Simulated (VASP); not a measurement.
# CdTe (F-43m) in VASP: settings compared, part 2 of 2

VASP 6.6.1. Earlier steps stand in the parts before.

**3. Single point, PBE**

This run uses another cell than the first one, of 36.22 Å³/atom, 1.149 times its volume.

Contents of INCAR:

```
SYSTEM = CdTe
ALGO = Normal
EDIFF = 1E-7
ENCUT = 520
GGA = PE
ISIF = 2
ISMEAR = 0
LASPH = .True.
LCHARG = .True.
LELF = .True.
LREAL = .False.
LVHAR = .True.
LWAVE = .False.
NBANDS = 16
NELM = 60
PREC = Accurate
SIGMA = 0.02
```

Contents of KPOINTS:

```
k-points
0
Gamma
  8 8 8
  0 0 0
```

Contents of POSCAR:

```
CdTe
1.0
    0.0000000000      3.3086867464      3.3086867464
    3.3086867464      0.0000000000      3.3086867464
    3.3086867464      3.3086867464      0.0000000000
Cd Te
1 1
Direct
    0.0000000000      0.0000000000      0.0000000000
    0.7500000000      0.7500000000      0.7500000000
```

Potentials or basis: VASP PAW PBE potentials, release 64 (Cd, Te).

Run with:

```sh
> cat potpaw_PBE.64/Cd/POTCAR potpaw_PBE.64/Te/POTCAR > POTCAR
> mpirun -np 1 vasp_std > vasp.out
```

OUTCAR:

```text
SYSTEM = CdTe
   EDIFF = 1E-7
   ENCUT = 520
   GGA = PE
   ISIF = 2
   ISMEAR = 0
   LASPH = .True.
   LREAL = .False.
   NELM = 60
   PREC = Accurate

 ion  position               nearest neighbor table
   1  0.000  0.000  0.000-   2 2.87   2 2.87   2 2.87   2 2.87
   2  0.750  0.750  0.750-   1 2.87   1 2.87   1 2.87   1 2.87

  LATTYP: Found a face centered cubic cell.
 ALAT       =     6.6173734928

  Lattice vectors:

 A1 = (   0.0000000000,   3.3086867464,   3.3086867464)
 A2 = (   3.3086867464,   0.0000000000,   3.3086867464)
 A3 = (   3.3086867464,   3.3086867464,   0.0000000000)

Analysis of symmetry for initial positions (statically):
=====================================================================
 Subroutine PRICEL returns:
 Original cell was already a primitive cell.

 Routine SETGRP: Setting up the symmetry group for a
 face centered cubic supercell.

 Subroutine GETGRP returns: Found 24 space group operations
 (whereof 24 operations were pure point group operations)
 out of a pool of 48 trial point group operations.

The static configuration has the point symmetry T_d .

Analysis of symmetry for dynamics (positions and initial velocities):
=====================================================================
 Subroutine PRICEL returns:
 Original cell was already a primitive cell.

 Routine SETGRP: Setting up the symmetry group for a
 face centered cubic supercell.

 Subroutine GETGRP returns: Found 24 space group operations
 (whereof 24 operations were pure point group operations)
 out of a pool of 48 trial point group operations.

The dynamic configuration has the point symmetry T_d .

 Subroutine INISYM returns: Found 24 space group operations
 (whereof 24 operations are pure point group operations),
 and found     1 'primitive' translations

----------------------------------------------------------------------------------------

                                     Primitive cell

  volume of cell :      72.4431

  direct lattice vectors                    reciprocal lattice vectors
     0.000000000  3.308686746  3.308686746    -0.151117358  0.151117358  0.151117358
     3.308686746  0.000000000  3.308686746     0.151117358 -0.151117358  0.151117358
     3.308686746  3.308686746  0.000000000     0.151117358  0.151117358 -0.151117358

  length of vectors
     4.679189670  4.679189670  4.679189670     0.261742942  0.261742942  0.261742942

  position of ions in fractional coordinates (direct lattice)
     0.000000000  0.000000000  0.000000000
     0.750000000  0.750000000  0.750000000

  ion indices of the primitive-cell ions
   primitive index   ion index
                 1           1
                 2           2

----------------------------------------------------------------------------------------

 KPOINTS: k-points

Automatic generation of k-mesh.
 Grid dimensions read from file:
 generate k-points for:    8    8    8

 Generating k-lattice:

  Cartesian coordinates                     Fractional coordinates (reciprocal lattice)
    -0.018889670  0.018889670  0.018889670     0.125000000  0.000000000  0.000000000
     0.018889670 -0.018889670  0.018889670     0.000000000  0.125000000  0.000000000
     0.018889670  0.018889670 -0.018889670     0.000000000  0.000000000  0.125000000

  Length of vectors
     0.032717868  0.032717868  0.032717868

  Shift w.r.t. Gamma in fractional coordinates (k-lattice)
     0.000000000  0.000000000  0.000000000

 Subroutine IBZKPT returns following result:
 ===========================================

 Found     29 irreducible k-points:

 Following reciprocal coordinates:
            Coordinates               Weight
  0.000000  0.000000  0.000000      1.000000
  0.125000  0.000000  0.000000      8.000000
  0.250000  0.000000  0.000000      8.000000
  0.375000  0.000000  0.000000      8.000000
  0.500000  0.000000  0.000000      4.000000
  0.125000  0.125000  0.000000      6.000000
[... 16 lines left out ...]
  0.500000  0.250000  0.125000     48.000000
 -0.375000  0.250000  0.125000     24.000000
 [... further k-points ...]
   k-points           NKPTS =     29   k-points in BZ     NKDIM =     29   number of bands    NBANDS=     16
   number of dos      NEDOS =    301   number of ions     NIONS =      2
   total plane-waves  NPLWV =  46656
   dimension x,y,z NGX =    36 NGY =   36 NGZ =   36
   dimension x,y,z NGXF=    72 NGYF=   72 NGZF=   72
   ions per type =               1   1
   NGX,Y,Z   is equivalent  to a cutoff of  12.79, 12.79, 12.79 a.u.
   NGXF,Y,Z  is equivalent  to a cutoff of  25.58, 25.58, 25.58 a.u.
 SYSTEM =  CdTe
   PREC   = accura    normal or accurate (medium, high low for compatibility)
   ISTART =      0    job   : 0-new  1-cont  2-samecut
   ICHARG =      2    charge: 1-file 2-atom 10-const
   ISPIN  =      1    spin polarized calculation?
   LNONCOLLINEAR =      F non collinear calculations
   LSORBIT =      F    spin-orbit coupling
   LASPH  =      T    aspherical Exc in radial PAW
   ENCUT  =  520.0 eV  38.22 Ry    6.18 a.u.   8.70  8.70  8.70*2*pi/ulx,y,z
   NELM   =     60;   NELMIN=  2; NELMDL= -5     # of ELM steps
   EDIFF  = 0.1E-06   stopping-criterion for ELM
   LREAL  =      F    real-space projection
   EDIFFG = 0.1E-05   stopping-criterion for IOM
   NSW    =      0    number of steps for IOM
   IBRION =     -1    ionic relax: 0-MD 1-quasi-New 2-CG
   NFREE  =      0    steps in history (QN), initial steepest desc. (CG)
   ISIF   =      2    stress and relaxation
   ISYM   =      2    0-nonsym 1-usesym 2-fastsym
   POTIM  = 0.5000    time-step for ionic-motion
   TEBEG  =    0.0;   TEEND  =   0.0 temperature during run
   PSTRESS=    0.0 pullay stress
   NELECT =      18.0000    total number of electrons
   NUPDOWN=      -1.0000    fix difference up-down
   EMIN   =  10.00;   EMAX   =-10.00  energy-range for DOS
   EFERMI =   0.00;   METHOD = LEGACY
   ISMEAR =     0;   SIGMA  =   0.02  broadening in eV -4-tet -1-fermi 0-gaus
   EFERMI_NEDOS =   21; number of points for ismear=-14 and -15
   IALGO  =     38    algorithm
   IMIX   =      4    mixing-type and parameters
     AMIX     =   0.40;   BMIX     =  1.00
     AMIX_MAG =   1.60;   BMIX_MAG =  1.00
  volume/ion in A,a.u.               =      36.22       244.44
  Fermi-wavevector in a.u.,A,eV,Ry     =   1.029201  1.944907 14.412023  1.059254
  Thomas-Fermi vector in A             =   2.163236
   LORBIT       =      0    0 simple, 1 ext, 2 COOP (PROOUT), +10 PAW based schemes
   GGA     = PE    functional components
   LHFCALC =     F    Hartree Fock is set to
   AEXX    =    0.0000 exact exchange contribution
   IVDW    =     0    specifies the selected vdW correction
   LEPSILON=     F    determine dielectric tensor
   LRPA    =     F    only Hartree local field effects (RPA)
 non-spin polarized calculation
 Gauss-broadening in eV      SIGMA  =   0.02
  energy-cutoff  :      520.00
  volume of cell :       72.44
 maximum number of plane-waves:      1964
   NGX = 17   NGY = 17   NGZ = 17

 number of electron      18.0000006 magnetization

 Free energy of the ion-electron system (eV)
  ---------------------------------------------------
  ext. energy  EPLUGINS =         0.00000000
  ---------------------------------------------------
  free energy    TOTEN  =        -4.81202759 eV

  energy without entropy =       -4.81202759  energy(sigma->0) =       -4.81202759

 E-fermi :   1.9052     XC(G=0):  -8.3103

 val. band max:        1.8007663700   @ k =   0.0000   0.0000   0.0000
 cond. band min:       2.3844912914   @ k =   0.0000   0.0000   0.0000
 fundamental gap:      0.5837249214
 Fermi energy:         1.9052196259

 k-point     1 :       0.0000    0.0000    0.0000
  band No.  band energies     occupation
      1      -9.0349      2.00000
      2      -6.2903      2.00000
      3      -6.2903      2.00000
      4      -6.2903      2.00000
      5      -6.0733      2.00000
      6      -6.0733      2.00000
[... 8 lines left out ...]
     15      11.0478      0.00000
     16      11.0478      0.00000
[... 419 lines left out ...]
 k-point    24 :      -0.3750    0.2500    0.1250
  band No.  band energies     occupation
      1      -8.6434      2.00000
      2      -6.2163      2.00000
      3      -6.2065      2.00000
      4      -6.0853      2.00000
      5      -6.0683      2.00000
      6      -5.6884      2.00000
[... 8 lines left out ...]
     15      11.8110      0.00000
     16      12.2435      0.00000

 [... further k-points ...]

------------------------ aborting loop because EDIFF is reached ----------------------------------------

  FORCE on cell =-STRESS in cart. coord.  units (eV):
  Direction    XX          YY          ZZ          XY          YZ          ZX
  --------------------------------------------------------------------------------------
  -------------------------------------------------------------------------------------
  Total        0.0527173      0.0527173      0.0527173     -0.0000000      0.0000000      0.0000000
  in kB        1.1659158      1.1659158      1.1659158     -0.0000000      0.0000000      0.0000000
  external PRESSURE =       1.1659158 kB  Pullay stress =       0.0000000 kB

 VOLUME and BASIS-vectors are now :
 -----------------------------------------------------------------------------
  energy-cutoff  :      520.00
  volume of cell :       72.44
      direct lattice vectors                 reciprocal lattice vectors
     0.000000000  3.308686746  3.308686746    -0.151117358  0.151117358  0.151117358
     3.308686746  0.000000000  3.308686746     0.151117358 -0.151117358  0.151117358
     3.308686746  3.308686746  0.000000000     0.151117358  0.151117358 -0.151117358

 POSITION                                       TOTAL-FORCE (eV/Angst)
 -----------------------------------------------------------------------------------
      0.00000      0.00000      0.00000         0.000000      0.000000     -0.000000
      4.96303      4.96303      4.96303        -0.000000     -0.000000      0.000000
 -----------------------------------------------------------------------------------
    total drift:                                0.000000      0.000000      0.000001

  FREE ENERGIE OF THE ION-ELECTRON SYSTEM (eV)
  ---------------------------------------------------
  free  energy   TOTEN  =        -4.8120275871 eV

  energy  without entropy=       -4.8120275871  energy(sigma->0) =       -4.81202759
```

Run time: 32 s. Hardware: 1 thread of Intel Xeon 6975P-C, shared host; peak memory 0.22 GiB.

What came out:

```yaml
Free_energy: -4.8120 eV
Pressure: 0.1 GPa
Band_gap_on_the_k_mesh: 0.58 eV, direct
```

Levels at points of the mesh, in eV from the valence-band top:
| k point | band 6 | band 7 | band 8 | band 9 | band 10 | band 11 | band 12 | band 13 |
| --- | --- | --- | --- | --- | --- | --- | --- | --- |
| (0.00, 0.00, 0.00) | -7.87 | 0.00 | 0.00 | 0.00 | 0.58 | 4.64 | 4.64 | 4.64 |
| (0.50, 0.00, 0.00) | -7.57 | -4.08 | -0.69 | -0.69 | 1.75 | 5.21 | 5.21 | 7.01 |
| (0.50, 0.50, 0.00) | -7.45 | -4.01 | -1.66 | -1.66 | 2.67 | 2.74 | 8.51 | 8.81 |

Caveat: spin-orbit coupling is left out, which moves the levels of the heavy elements.

**4. Against experiment**

Step 3. A measured gap of CdTe is 1.607 eV (0 K; a printed reference work, data compilation); the calculated 0.58 eV misses it by -1.02 eV. So large a miss can be the level of theory's own, or it may mean another phase, state or a wrong row. Spin-orbit coupling on Cd, Te is left out. The value is that of PBE, without temperature or zero-point motion. Semilocal functionals fall short of measured gaps as a rule.
